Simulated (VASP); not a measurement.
# HgTe (Coloradoite) (F-43m) in VASP: further runs

The runs below take HgTe (Coloradoite) through relaxation of cell and atoms, with PBEsol, PBE.

Program: VASP 6.6.1. These are calculated values, not measurements. Logs are shortened: lines on timing, memory, paths and dates and some standing lists are left out, and cuts for length are marked.

**1. Starting point**

It takes space group F-43m (No. 216, cubic). The conventional cell has a = 6.429 Å, b = 6.429 Å, c = 6.429 Å, α = 90.00°, β = 90.00°, γ = 90.00°. Hg (site symmetry -43m) is surrounded by 4 Te at 2.78 Å. Te (site symmetry -43m) is surrounded by 4 Hg at 2.78 Å.

**2. Relaxation of cell and atoms, PBEsol**

Input file INCAR:

```
PREC = Accurate
ENCUT = 600
EDIFF = 1E-6
ISMEAR = 0
SIGMA = 0.03
LREAL = F
LASPH = T
NELM = 80
ALGO = Normal
ISIF = 3
LWAVE = F
LCHARG = F
GGA = PS
IBRION = 2
NSW = 90
EDIFFG = -0.01
```

Input file KPOINTS:

```
regular mesh
0
Gamma
  10 10 10
```

Input file POSCAR:

```
HgTe
1.0
    0.0000000000      3.2145000000      3.2145000000
    3.2145000000      0.0000000000      3.2145000000
    3.2145000000      3.2145000000      0.0000000000
Hg Te
1 1
Direct
    0.0000000000      0.0000000000      0.0000000000
    0.2500000000      0.2500000000      0.2500000000
```

Potentials or basis: VASP PAW PBE potentials, release 64 (Hg, Te).

The run is started by

```sh
$ cat potpaw_PBE.64/Hg/POTCAR potpaw_PBE.64/Te/POTCAR > POTCAR
$ mpirun -np 1 vasp_std > vasp.out
```

OUTCAR:

```text
PREC = Accurate
   ENCUT = 600
   EDIFF = 1E-6
   ISMEAR = 0
   LREAL = F
   LASPH = T
   NELM = 80
   ISIF = 3
   GGA = PS
   IBRION = 2
   NSW = 90
   EDIFFG = -0.01

 ion  position               nearest neighbor table
   1  0.000  0.000  0.000-   2 2.78   2 2.78   2 2.78   2 2.78
   2  0.250  0.250  0.250-   1 2.78   1 2.78   1 2.78   1 2.78

  LATTYP: Found a face centered cubic cell.
 ALAT       =     6.4290000000

  Lattice vectors:

 A1 = (   0.0000000000,   3.2145000000,   3.2145000000)
 A2 = (   3.2145000000,   0.0000000000,   3.2145000000)
 A3 = (   3.2145000000,   3.2145000000,   0.0000000000)

Analysis of symmetry for initial positions (statically):
=====================================================================
 Subroutine PRICEL returns:
 Original cell was already a primitive cell.

 Routine SETGRP: Setting up the symmetry group for a
 face centered cubic supercell.

 Subroutine GETGRP returns: Found 24 space group operations
 (whereof 24 operations were pure point group operations)
 out of a pool of 48 trial point group operations.

The static configuration has the point symmetry T_d .

Analysis of symmetry for dynamics (positions and initial velocities):
=====================================================================
 Subroutine PRICEL returns:
 Original cell was already a primitive cell.

 Routine SETGRP: Setting up the symmetry group for a
 face centered cubic supercell.

 Subroutine GETGRP returns: Found 24 space group operations
 (whereof 24 operations were pure point group operations)
 out of a pool of 48 trial point group operations.

The dynamic configuration has the point symmetry T_d .

 Subroutine INISYM returns: Found 24 space group operations
 (whereof 24 operations are pure point group operations),
 and found     1 'primitive' translations

----------------------------------------------------------------------------------------

                                     Primitive cell

  volume of cell :      66.4309

  direct lattice vectors                    reciprocal lattice vectors
     0.000000000  3.214500000  3.214500000    -0.155545186  0.155545186  0.155545186
     3.214500000  0.000000000  3.214500000     0.155545186 -0.155545186  0.155545186
     3.214500000  3.214500000  0.000000000     0.155545186  0.155545186 -0.155545186

  length of vectors
     4.545989496  4.545989496  4.545989496     0.269412165  0.269412165  0.269412165
[... 103 lines left out ...]
  Fermi-wavevector in a.u.,A,eV,Ry     =   1.059357  2.001894 15.268958  1.122237
  Thomas-Fermi vector in A             =   2.194699
   LORBIT       =      0    0 simple, 1 ext, 2 COOP (PROOUT), +10 PAW based schemes
   GGA     = PS    functional components
   LHFCALC =     F    Hartree Fock is set to
   AEXX    =    0.0000 exact exchange contribution
   IVDW    =     0    specifies the selected vdW correction
   LEPSILON=     F    determine dielectric tensor
   LRPA    =     F    only Hartree local field effects (RPA)
 conjugate gradient relaxation of ions
 non-spin polarized calculation
 Gauss-broadening in eV      SIGMA  =   0.03
  energy-cutoff  :      600.00
  volume of cell :       66.43
 maximum number of plane-waves:      2252
   NGX = 19   NGY = 19   NGZ = 19

--------------------------------------- Ionic step        1  -------------------------------------------

 number of electron      18.0000000 magnetization

 Free energy of the ion-electron system (eV)
  ---------------------------------------------------
  ext. energy  EPLUGINS =         0.00000000
  ---------------------------------------------------
  free energy    TOTEN  =        -4.36100021 eV

  energy without entropy =       -4.36095393  energy(sigma->0) =       -4.36097707

------------------------ aborting loop because EDIFF is reached ----------------------------------------

  FORCE on cell =-STRESS in cart. coord.  units (eV):
  Direction    XX          YY          ZZ          XY          YZ          ZX
  --------------------------------------------------------------------------------------
  -------------------------------------------------------------------------------------
  Total        0.7815624      0.7815624      0.7815624      0.0000000     -0.0000000     -0.0000000
  in kB       18.8496779     18.8496779     18.8496779      0.0000000     -0.0000000     -0.0000000
  external PRESSURE =      18.8496779 kB  Pullay stress =       0.0000000 kB
[... 59 lines left out ...]
--------------------------------------- Ionic step        3  -------------------------------------------

 number of electron      18.0000002 magnetization

 Free energy of the ion-electron system (eV)
  ---------------------------------------------------
  ext. energy  EPLUGINS =         0.00000000
  ---------------------------------------------------
  free energy    TOTEN  =        -4.37647681 eV

  energy without entropy =       -4.37643053  energy(sigma->0) =       -4.37645367

 E-fermi :   2.7101     XC(G=0):  -8.8275

 val. band max:        2.7009539996   @ k =   0.0000   0.0000   0.0000
 cond. band min:       3.1800934822   @ k =   0.1000   0.0000   0.0000
 fundamental gap:      0.4791394826
 Fermi energy:         2.7100910913

 k-point     1 :       0.0000    0.0000    0.0000
  band No.  band energies     occupation
      1      -9.1519      2.00000
      2      -4.5062      2.00000
      3      -4.5062      2.00000
      4      -4.5062      2.00000
      5      -3.9993      2.00000
      6      -3.9993      2.00000
      7       1.8399      2.00000
      8       2.7010      1.33333
      9       2.7010      1.33333
     10       2.7010      1.33333
     11       6.9246      0.00000
     12       6.9246      0.00000
     13       6.9246      0.00000
[... 354 lines left out ...]
  band No.  band energies     occupation
      1      -8.5697      2.00000
      2      -4.3579      2.00000
      3      -4.2674      2.00000
      4      -4.2394      2.00000
      5      -3.9547      2.00000
      6      -3.9090      2.00000
      7      -1.7829      2.00000
      8       0.7338      2.00000
      9       0.9187      2.00000
     10       4.7345      0.00000
     11       5.6470      0.00000
     12       9.0663      0.00000
     13       9.8170      0.00000

 [... further k-points ...]

------------------------ aborting loop because EDIFF is reached ----------------------------------------

  FORCE on cell =-STRESS in cart. coord.  units (eV):
  Direction    XX          YY          ZZ          XY          YZ          ZX
  --------------------------------------------------------------------------------------
  -------------------------------------------------------------------------------------
  Total        0.0001997      0.0001997      0.0001997      0.0000000      0.0000000     -0.0000000
  in kB        0.0046263      0.0046263      0.0046263      0.0000000      0.0000000     -0.0000000
  external PRESSURE =       0.0046263 kB  Pullay stress =       0.0000000 kB
[... 17 lines left out ...]
  FREE ENERGIE OF THE ION-ELECTRON SYSTEM (eV)
  ---------------------------------------------------
  free  energy   TOTEN  =        -4.3764768106 eV

  energy  without entropy=       -4.3764305319  energy(sigma->0) =       -4.37645367

 reached required accuracy - stopping structural energy minimisation
```

OSZICAR:

```text
N       E                     dE             d eps       ncg     rms          rms(c)
DAV:   1     0.115599708268E+03    0.11560E+03   -0.88888E+03  1222   0.135E+03
[... 26 lines left out ...]
DAV:   2    -0.438047629556E+01    0.36509E-01   -0.97377E-02  1302   0.477E+00    0.469E-01
DAV:   3    -0.437700401111E+01    0.34723E-02   -0.10792E-02  1272   0.100E+00    0.455E-01
DAV:   4    -0.437651794792E+01    0.48606E-03   -0.12421E-03  1342   0.316E-01    0.698E-02
DAV:   5    -0.437647338485E+01    0.44563E-04   -0.19448E-04  1315   0.184E-01    0.704E-02
DAV:   6    -0.437647873539E+01   -0.53505E-05   -0.37764E-05  1302   0.641E-02    0.284E-02
DAV:   7    -0.437647636489E+01    0.23705E-05   -0.90873E-06  1387   0.401E-02    0.508E-03
DAV:   8    -0.437647681058E+01   -0.44569E-06   -0.85450E-07   921   0.801E-03
   3 F= -.43764768E+01 E0= -.43764537E+01  d E =-.154766E-01
```

Wall time 96 s (1 thread of Intel Xeon Platinum 8259CL at 2.50GHz (Skylake/Cascade Lake), shared host); peak memory 0.24 GiB.

What came out:

| Property | Result |
| --- | --- |
| Free energy | -4.3765 eV |
| Relaxed volume | 34.58 Å³/atom |
| Relaxed cell | a = 4.608 Å, b = 4.608 Å, c = 4.608 Å, α = 60.00°, β = 60.00°, γ = 60.00° |
| Space group after relaxing (to 0.05 Å) | F-43m (No. 216) |
| Energy gained by relaxing | 7.7 meV/atom |
| Ionic steps | 3 |
| Pressure after relaxing | 0.0 GPa |
| Band gap on the k mesh | none (metal or under the smearing width) |

Step by step:
```csv
step,energy change (eV),largest force (eV/Å),pressure (GPa),volume (Å³)
1,0.0000,0.0000,1.88,66.43
2,-0.0133,0.0000,-0.63,70.26
3,-0.0155,0.0000,0.00,69.17
```

Final structure:
```cif
data_structure
_symmetry_space_group_name_H-M 'P 1'
_symmetry_Int_Tables_number 1
_cell_length_a 4.6075
_cell_length_b 4.6075
_cell_length_c 4.6075
_cell_angle_alpha 60.000
_cell_angle_beta 60.000
_cell_angle_gamma 60.000
_cell_volume 69.17
loop_
_atom_site_label
_atom_site_type_symbol
_atom_site_fract_x
_atom_site_fract_y
_atom_site_fract_z
_atom_site_occupancy
Hg1 Hg 0.00000 0.00000 0.00000 1
Te1 Te 0.25000 0.25000 0.25000 1
```

Caveat: the PAW data sets were made with another functional, which shifts forces and pressure a little. Zero-point motion and thermal expansion aren't in these numbers.

**3. Relaxation of cell and atoms, PBEsol**

This run uses another cell than the first one, of 34.58 Å³/atom, 1.041 times its volume.

INCAR, as its differences from that of step 2:

```diff
@@ -2,3 +2,3 @@
 ENCUT = 600
-EDIFF = 1E-6
+EDIFF = 1E-7
 ISMEAR = 0
@@ -15,2 +15,2 @@
 NSW = 90
-EDIFFG = -0.01
+EDIFFG = -0.005
```

KPOINTS is that of step 2.

Input file POSCAR:

```
HgTe                                    
1.0
    0.0000000000      3.2580088205      3.2580088205
    3.2580088205     -0.0000000000      3.2580088205
    3.2580088205      3.2580088205     -0.0000000000
  Hg              Te            
     1     1
Direct
     0.0000000000000000    0.0000000000000000    0.0000000000000000
     0.2500000000000000    0.2500000000000000    0.2500000000000000
```

Potentials or basis: VASP PAW PBE potentials, release 64 (Hg, Te).

The run is started by

```sh
$ cat potpaw_PBE.64/Hg/POTCAR potpaw_PBE.64/Te/POTCAR > POTCAR
$ mpirun -np 1 vasp_std > vasp.out
```

Wall time 55 s (1 thread of Intel Xeon Platinum 8259CL at 2.50GHz (Skylake/Cascade Lake), shared host); peak memory 0.26 GiB.

It converged, with:

```yaml
Free_energy: -4.3767 eV
Pressure_after_relaxing: 0.0 GPa
Band_gap_on_the_k_mesh: none (metal or under the smearing width)
```

Final structure:
```
CELL_PARAMETERS angstrom
0.00000 3.25801 3.25801
3.25801 0.00000 3.25801
3.25801 3.25801 0.00000
ATOMIC_POSITIONS crystal
Hg 0.00000 0.00000 0.00000
Te 0.25000 0.25000 0.25000
```

Levels at points of the mesh, in eV from the Fermi level:
```
           k point  band 6  band 7  band 8  band 9  band 10  band 11  band 12  band 13
(0.00, 0.00, 0.00)   -6.71   -0.87   -0.01   -0.01    -0.01     4.21     4.21     4.21
(0.50, 0.00, 0.00)   -6.42   -5.39   -0.96   -0.96     0.63     4.99     4.99     6.72
(0.50, 0.50, 0.00)   -6.29   -5.35   -2.20   -2.20     1.84     2.43     8.00     8.71
```

Caveat: the relaxation stopped at its first step, so nothing moved; the PAW data sets were made with another functional, which shifts forces and pressure a little. Spin-orbit coupling is left out, which matters for the levels of Hg, Te.

**4. Relaxation of cell and atoms, PBE**

Input file INCAR:

```
SYSTEM = HgTe
ALGO = Normal
EDIFF = 1E-6
EDIFFG = -0.01
ENCUT = 600
GGA = PE
IBRION = 2
ISIF = 3
ISMEAR = 0
LASPH = .True.
LCHARG = .False.
LREAL = .False.
LWAVE = .False.
NELM = 80
NSW = 90
PREC = Accurate
SIGMA = 0.03
```

Input file KPOINTS:

```
k-points
0
Gamma
  10 10 10
  0 0 0
```

Input file POSCAR:

```
HgTe
1.0
    0.0000000000      3.2145000000      3.2145000000
    3.2145000000      0.0000000000      3.2145000000
    3.2145000000      3.2145000000      0.0000000000
Hg Te
1 1
Direct
    0.0000000000      0.0000000000      0.0000000000
    0.2500000000      0.2500000000      0.2500000000
```

Potentials or basis: VASP PAW PBE potentials, release 64 (Hg, Te).

The run is started by

```sh
$ cat potpaw_PBE.64/Hg/POTCAR potpaw_PBE.64/Te/POTCAR > POTCAR
$ mpirun -np 1 vasp_std > vasp.out
```

OUTCAR:

```text
SYSTEM = HgTe
   EDIFF = 1E-6
   EDIFFG = -0.01
   ENCUT = 600
   GGA = PE
   IBRION = 2
   ISIF = 3
   ISMEAR = 0
   LASPH = .True.
   LREAL = .False.
   NELM = 80
   NSW = 90
   PREC = Accurate

 ion  position               nearest neighbor table
   1  0.000  0.000  0.000-   2 2.78   2 2.78   2 2.78   2 2.78
   2  0.250  0.250  0.250-   1 2.78   1 2.78   1 2.78   1 2.78

  LATTYP: Found a face centered cubic cell.
 ALAT       =     6.4290000000

  Lattice vectors:

 A1 = (   0.0000000000,   3.2145000000,   3.2145000000)
 A2 = (   3.2145000000,   0.0000000000,   3.2145000000)
 A3 = (   3.2145000000,   3.2145000000,   0.0000000000)

Analysis of symmetry for initial positions (statically):
=====================================================================
 Subroutine PRICEL returns:
 Original cell was already a primitive cell.

[... 268 lines left out ...]
      6      -4.2306      2.00000
      7       1.3003      2.00000
      8       2.2258      1.33334
      9       2.2258      1.33334
     10       2.2258      1.33334
     11       6.6002      0.00000
     12       6.6002      0.00000
     13       6.6002      0.00000
[... 354 lines left out ...]
  band No.  band energies     occupation
      1      -8.6831      2.00000
      2      -4.5107      2.00000
      3      -4.4586      2.00000
      4      -4.4234      2.00000
      5      -4.1929      2.00000
      6      -4.1373      2.00000
      7      -2.0189      2.00000
      8       0.5045      2.00000
      9       0.6667      2.00000
     10       4.2690      0.00000
     11       5.3749      0.00000
     12       8.6378      0.00000
     13       9.2740      0.00000

 [... further k-points ...]

------------------------ aborting loop because EDIFF is reached ----------------------------------------

  FORCE on cell =-STRESS in cart. coord.  units (eV):
  Direction    XX          YY          ZZ          XY          YZ          ZX
  --------------------------------------------------------------------------------------
  -------------------------------------------------------------------------------------
  Total        0.0095765      0.0095765      0.0095765      0.0000000      0.0000000     -0.0000000
  in kB        0.2084295      0.2084295      0.2084295      0.0000000      0.0000000     -0.0000000
  external PRESSURE =       0.2084295 kB  Pullay stress =       0.0000000 kB
[... 17 lines left out ...]
  FREE ENERGIE OF THE ION-ELECTRON SYSTEM (eV)
  ---------------------------------------------------
  free  energy   TOTEN  =        -3.6505666489 eV

  energy  without entropy=       -3.6505203687  energy(sigma->0) =       -3.65054351

 reached required accuracy - stopping structural energy minimisation
```

Wall time 1.9 min (1 thread of Intel Xeon Platinum 8259CL at 2.50GHz (Skylake/Cascade Lake), shared host); peak memory 0.25 GiB.

Results:

```
Free energy                            : -3.6506 eV
Relaxed volume                         : 36.81 Å³/atom
Relaxed cell                           : a = 4.704 Å, b = 4.704 Å, c = 4.704 Å, α = 60.00°, β = 60.00°, γ = 60.00°
Space group after relaxing (to 0.05 Å) : F-43m (No. 216)
Energy gained by relaxing              : 47.0 meV/atom
Ionic steps                            : 3
Pressure after relaxing                : 0.0 GPa
Band gap on the k mesh                 : none (metal or under the smearing width)
```

The path:
```csv
step,energy change (eV),largest force (eV/Å),pressure (GPa),volume (Å³)
1,0.0000,0.0000,4.63,66.43
2,-0.0859,0.0000,-1.03,76.09
3,-0.0940,0.0000,0.02,73.61
```

Final structure:
```xyz
2
Lattice="0.0000 3.3264 3.3264 3.3264 0.0000 3.3264 3.3264 3.3264 0.0000" Properties=species:S:1:pos:R:3 pbc="T T T"
Hg    0.0000    0.0000    0.0000
Te    1.6632    1.6632    1.6632
```

Caveat: the volume moved by +11 % from the deposited cell, more than functionals usually miss. PBE usually gives volumes a little too large and moduli too small.
